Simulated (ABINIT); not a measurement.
# Sn (Fd-3m) in ABINIT: notebook, part 2 of 2

ABINIT 10.8.3 (patched build). Earlier steps stand in the parts before.

**4. Single point, LDA**

File run.abi:

```
pp_dirpath "./"
pseudos "Sn.upf"

acell 3*1.0
rprim
     0.0000000000     6.1101323590     6.1101323590
     6.1101323590     0.0000000000     6.1101323590
     6.1101323590     6.1101323590     0.0000000000
ntypat 1
znucl 50
natom 2
typat 1 1
xred
     0.7500000000     0.7500000000     0.7500000000
     0.5000000000     0.5000000000     0.5000000000

ecut 32.0

kptopt 1
ngkpt 5 5 5
nshiftk 1
shiftk 0.0 0.0 0.0

ixc 7

nband 18
occopt 3
tsmear 0.05 eV

nstep 100
tolvrs 1.0e-10

iomode 3
prtwf 0
prteig 0
prtebands 0
enunit 1
prtden 1
prtvha 1
prtvclmb 1
prtpot 1
prtelf 1
```

Potentials or basis: PseudoDojo NC SR LDA v0.4.1 standard.

On the command line:

```console
> abinit run.abi > log 2>&1
```

run.abo:

```text
.Version 10.8.3 of ABINIT
 Symmetries : space group Fd -3 m (#227); Bravais cF (face-center cubic)
================================================================================
 Values of the parameters that define the memory need of the present run
     intxc =       0    ionmov =       0      iscf =       7    lmnmax =       6
     lnmax =       6     mgfft =      48  mpssoang =       3    mqgrid =    3001
     natom =       2  nloc_mem =       1    nspden =       1   nspinor =       1
    nsppol =       1      nsym =      48    n1xccc =    2501    ntypat =       1
    occopt =       3   xclevel =       1
       mpw =        3968          nfft =      110592          nkpt =          10
================================================================================
================================================================================

--------------------------------------------------------------------------------
------------- Echo of variables that govern the present computation ------------
--------------------------------------------------------------------------------
 -outvars: echo values of preprocessed input variables --------
            acell      1.0000000000E+00  1.0000000000E+00  1.0000000000E+00 Bohr
              amu      1.18710000E+02
             ecut      3.20000000E+01 Hartree
           enunit           1
              ixc           7
         kptrlatt        5    0    0      0    5    0      0    0    5
          kptrlen      4.32051602E+01
            natom           2
            nband          18
            ngfft          48      48      48
             nkpt          10
            nstep         100
             nsym          48
           ntypat           1
           occopt           3
        prtebands           0
           prteig           0
           prtelf           1
           prtpot           1
         prtvclmb           1
           prtvha           1
            prtwf           0
            rprim      0.0000000000E+00  6.1101323590E+00  6.1101323590E+00
                       6.1101323590E+00  0.0000000000E+00  6.1101323590E+00
                       6.1101323590E+00  6.1101323590E+00  0.0000000000E+00
          spgroup         227
           tolvrs      1.00000000E-10
           tsmear      1.83746611E-03 Hartree
            typat      1  1
           xangst      4.8500141967E+00  4.8500141967E+00  4.8500141967E+00
                       3.2333427978E+00  3.2333427978E+00  3.2333427978E+00
            xcart      9.1651985385E+00  9.1651985385E+00  9.1651985385E+00
                       6.1101323590E+00  6.1101323590E+00  6.1101323590E+00
             xred      7.5000000000E-01  7.5000000000E-01  7.5000000000E-01
                       5.0000000000E-01  5.0000000000E-01  5.0000000000E-01
            znucl       50.00000

================================================================================

 chkinp: Checking input parameters for consistency.

================================================================================
== DATASET  1 ==================================================================

--- !DatasetInfo
iteration_state: {dtset: 1, }
dimensions: {natom: 2, nkpt: 10, mband: 18, nsppol: 1, nspinor: 1, nspden: 1, mpw: 3968, }
cutoff_energies: {ecut:  32.0, pawecutdg:  -1.0, }
electrons: {nelect:   2.80000000E+01, charge:   0.00000000E+00, occopt:   3.00000000E+00, tsmear:   1.83746611E-03, }
meta: {optdriver: 0, ionmov: 0, optcell: 0, iscf: 7, paral_kgb: 0, }
...

 Exchange-correlation functional for the present dataset will be:
  LDA: Perdew-Wang 92 LSD fit to Ceperley-Alder data - ixc=7
  J.P.Perdew and Y.Wang, PRB 45, 13244 (1992)

 Real(R)+Recip(G) space primitive vectors, cartesian coordinates (Bohr,Bohr^-1):
 R(1)=  0.0000000  6.1101324  6.1101324  G(1)= -0.0818313  0.0818313  0.0818313
 R(2)=  6.1101324  0.0000000  6.1101324  G(2)=  0.0818313 -0.0818313  0.0818313
[... 53 lines left out ...]
  sigma(3 3)=  2.58845664E-05  sigma(2 1)=  0.00000000E+00

--- !ResultsGS
iteration_state: {dtset: 1, }
comment   : Summary of ground state results
lattice_vectors:
- [  0.0000000,   6.1101324,   6.1101324, ]
- [  6.1101324,   0.0000000,   6.1101324, ]
- [  6.1101324,   6.1101324,   0.0000000, ]
lattice_lengths: [   8.64103,    8.64103,    8.64103, ]
lattice_angles: [ 60.000,  60.000,  60.000, ] # degrees, (23, 13, 12)
lattice_volume:   4.5622791E+02
convergence: {deltae:  3.553E-12, res2:  2.706E-12, residm:  3.271E-08, diffor: null, }
etotal    :  -1.57153394E+02
entropy   :   0.00000000E+00
fermie    :   1.44252238E-01
cartesian_stress_tensor: # hartree/bohr^3
- [  2.58845664E-05,   0.00000000E+00,   0.00000000E+00, ]
- [  0.00000000E+00,   2.58845664E-05,   0.00000000E+00, ]
- [  0.00000000E+00,   0.00000000E+00,   2.58845664E-05, ]
pressure_GPa:  -7.6155E-01
xred      :
- [  7.5000E-01,   7.5000E-01,   7.5000E-01, Sn]
- [  5.0000E-01,   5.0000E-01,   5.0000E-01, Sn]
cartesian_forces: # hartree/bohr
- [  3.44285354E-31,  -1.03285606E-30,   3.44285354E-31, ]
- [ -3.44285354E-31,   1.03285606E-30,  -3.44285354E-31, ]
force_length_stats: {min:   1.14186534E-30, max:   1.14186534E-30, mean:   1.14186534E-30, }
...

 Integrated electronic density in atomic spheres:
 ------------------------------------------------
 Atom  Sphere_radius  Integrated_density
    1        2.00000         10.58534358
    2        2.00000         10.58534358
================================================================================

 ----iterations are completed or convergence reached----

 Mean square residual over all n,k,spin=   19.231E-11; max=  32.707E-09
 reduced coordinates (array xred) for    2 atoms
       0.750000000000      0.750000000000      0.750000000000
       0.500000000000      0.500000000000      0.500000000000
 rms dE/dt=  5.9500E-30; max dE/dt=  8.4145E-30; dE/dt below (all hartree)
    1       0.000000000000     -0.000000000000      0.000000000000
    2       0.000000000000      0.000000000000      0.000000000000

 cartesian coordinates (angstrom) at end:
    1      4.85001419668538     4.85001419668538     4.85001419668538
    2      3.23334279779025     3.23334279779025     3.23334279779025

 cartesian forces (hartree/bohr) at end:
    1      0.00000000000000    -0.00000000000000     0.00000000000000
    2     -0.00000000000000     0.00000000000000    -0.00000000000000
 frms,max,avg= 6.5925626E-31 1.0328561E-30   0.000E+00  0.000E+00  0.000E+00 h/b

 cartesian forces (eV/Angstrom) at end:
    1      0.00000000000000    -0.00000000000000     0.00000000000000
    2     -0.00000000000000     0.00000000000000    -0.00000000000000
 frms,max,avg= 3.3900320E-29 5.3111594E-29   0.000E+00  0.000E+00  0.000E+00 e/A
 length scales=  1.000000000000  1.000000000000  1.000000000000 bohr
              =  0.529177210544  0.529177210544  0.529177210544 angstroms
 Fermi (or HOMO) energy (eV) =   3.92530   Average Vxc (eV)=  -9.44455
 Eigenvalues (   eV  ) for nkpt=  10  k points:
 kpt#   1, nband= 18, wtk=  0.00800, kpt=  0.0000  0.0000  0.0000 (reduced coord)
 -17.62773  -17.62773  -17.62773  -17.56553  -17.56553  -17.24403  -17.24403  -17.24403
 -17.23448  -17.23448   -6.71875    3.24596    4.10795    4.10795    4.10795    6.17830
   6.17830    6.17830
 prteigrs : prtvol=0 or 1, do not print more k-points.

--- !EnergyTerms
iteration_state     : {dtset: 1, }
comment             : Components of total free energy in Hartree
kinetic             :  9.34761564655717E+01
hartree             :  4.34394581620869E+01
xc                  : -4.34113784772817E+01
Ewald energy        : -8.63984898049407E+01
psp_core            :  3.98687440364899E+00
local_psp           : -1.23927754581872E+02
non_local_psp       : -4.43181179342958E+01
internal            : -1.57153251767083E+02
'-kT*entropy'       : -1.41959609130376E-04
total_energy        : -1.57153393726692E+02
total_energy_eV     : -4.27636169656374E+03
band_energy         : -1.30173854773758E+01
...

 Cartesian components of stress tensor (hartree/bohr^3)
  sigma(1 1)=  2.58845664E-05  sigma(3 2)=  0.00000000E+00
  sigma(2 2)=  2.58845664E-05  sigma(3 1)=  0.00000000E+00
  sigma(3 3)=  2.58845664E-05  sigma(2 1)=  0.00000000E+00

-Cartesian components of stress tensor (GPa)         [Pressure= -7.6155E-01 GPa]
- sigma(1 1)=  7.61550235E-01  sigma(3 2)=  0.00000000E+00
- sigma(2 2)=  7.61550235E-01  sigma(3 1)=  0.00000000E+00
- sigma(3 3)=  7.61550235E-01  sigma(2 1)=  0.00000000E+00

== END DATASET(S) ==============================================================
================================================================================

 -outvars: echo values of variables after computation  --------
            acell      1.0000000000E+00  1.0000000000E+00  1.0000000000E+00 Bohr
           etotal     -1.5715339373E+02
            fcart      3.4428535374E-31 -1.0328560612E-30  3.4428535374E-31
                      -3.4428535374E-31  1.0328560612E-30 -3.4428535374E-31
            rprim      0.0000000000E+00  6.1101323590E+00  6.1101323590E+00
                       6.1101323590E+00  0.0000000000E+00  6.1101323590E+00
                       6.1101323590E+00  6.1101323590E+00  0.0000000000E+00
           strten      2.5884566380E-05  2.5884566380E-05  2.5884566380E-05
                       0.0000000000E+00  0.0000000000E+00  0.0000000000E+00
           xangst      4.8500141967E+00  4.8500141967E+00  4.8500141967E+00
                       3.2333427978E+00  3.2333427978E+00  3.2333427978E+00
             xred      7.5000000000E-01  7.5000000000E-01  7.5000000000E-01
                       5.0000000000E-01  5.0000000000E-01  5.0000000000E-01
 Calculation completed.
```

Wall time 19 s (1 thread of Arm Neoverse V2, shared host); peak memory 0.08 GiB.

What came out:

| Property | Result |
| --- | --- |
| Free energy | -4276.3617 eV |
| Band gap on the k mesh | none (metal or under the smearing width) |
| Valence electrons inside the program's atomic spheres | Sn 10.59 (radii [1.0584] Å) |

Levels at points of the mesh, in eV from the Fermi level:
| k point | band 10 | band 11 | band 12 | band 13 | band 14 | band 15 | band 16 | band 17 | band 18 |
| --- | --- | --- | --- | --- | --- | --- | --- | --- | --- |
| (0.00, 0.00, 0.00) | -21.16 | -10.64 | -0.68 | 0.18 | 0.18 | 0.18 | 2.25 | 2.25 | 2.25 |

Caveat: the cutoff is too short for stress, so the log's stress isn't used.

**5. Summary**

| task | cell | cell freedom (optcell) | optimiser (ionmov) | cutoff smearing ecutsm (Ha) | force stop (Ha/bohr) | gap on the mesh (eV) |
| --- | --- | --- | --- | --- | --- | --- |
| relaxation of cell and atoms | relaxed | 2 | 22 | 0.5 | 2e-05 | none |
| single point | cell relaxed | - | - | - | - | none |
| single point | as given | - | - | - | - | none |

Alike in all rows: level LDA; potentials or basis PseudoDojo NC SR LDA v0.4.1 standard; no spin polarisation; k mesh 5 × 5 × 5; cutoff (eV) 871; smearing fermi-dirac 0.05 eV.

Total energies depend on the potentials used, so only differences within one code and one set of settings carry meaning.
